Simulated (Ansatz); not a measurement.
A (110) slab of WS2 (R3m (No. 160)), 7 planes, outer planes WS2 (top) and WS2 (bottom), with 21 atoms (W7S14) in a surface cell of A = 34.731 Å², as cut from the bulk:

```xyz
21
Lattice="5.4518 0.0000 0.0000 1.8173 6.3705 0.0000 0.0000 0.0000 24.4428" Properties=species:S:1:pos:R:3 pbc="T T T"
W     4.5432    6.3576    7.5000
S     4.5432    1.5537    7.5000
S     6.3605    4.7908    7.5000
W     1.8173    6.3576    9.0738
S     1.8173    1.5537    9.0738
S     3.6345    4.7908    9.0738
W     4.5432    6.3576   10.6476
S     4.5432    1.5537   10.6476
S     6.3605    4.7908   10.6476
W     1.8173    6.3576   12.2214
S     1.8173    1.5537   12.2214
S     3.6345    4.7908   12.2214
W     4.5432    6.3576   13.7952
S     4.5432    1.5537   13.7952
S     6.3605    4.7908   13.7952
W     1.8173    6.3576   15.3690
S     1.8173    1.5537   15.3690
S     3.6345    4.7908   15.3690
W     4.5432    6.3576   16.9428
S     4.5432    1.5537   16.9428
S     6.3605    4.7908   16.9428
```

The calculation used DFT PBEsol, scalar-relativistic, plane waves, PAW (Ansatz). Settings: cutoff 420 eV, Γ-centred mesh 5×4×1 on the computed 21-atom cell, Gaussian smearing of 0.05 eV; no spin polarisation. The cell repeats along c with a dipole correction in the vacuum.

Against the same 21 atoms in the bulk, the slab as cut lies 10.435 eV higher and the relaxed slab 9.260 eV higher.

(1) Work out the surface energy before and after relaxation.

(2) What is the ideal work of this cut, per area?

## Answers

(1) The slab has two faces, so γ = (E_slab − N·E_bulk)/(2A), the mean of both. As cut: 10.435/(2 × 34.731) = 0.1502 eV/Å², and 1 eV/Å² = 16.02 J/m², so γ = 2.41 J/m². Relaxed: 9.260/(2 × 34.731) = 0.1333 eV/Å² = 2.14 J/m². Relaxation recovers 11 % of the cost of cutting.

(2) Griffith's ideal work is 2γ: 4.81 J/m² if the new faces stay rigid, 4.27 J/m² if they relax. One thickness was run, 7 planes, so γ can still shift with it.

The reference crystal is a form of WS2, which isn't its usual structure.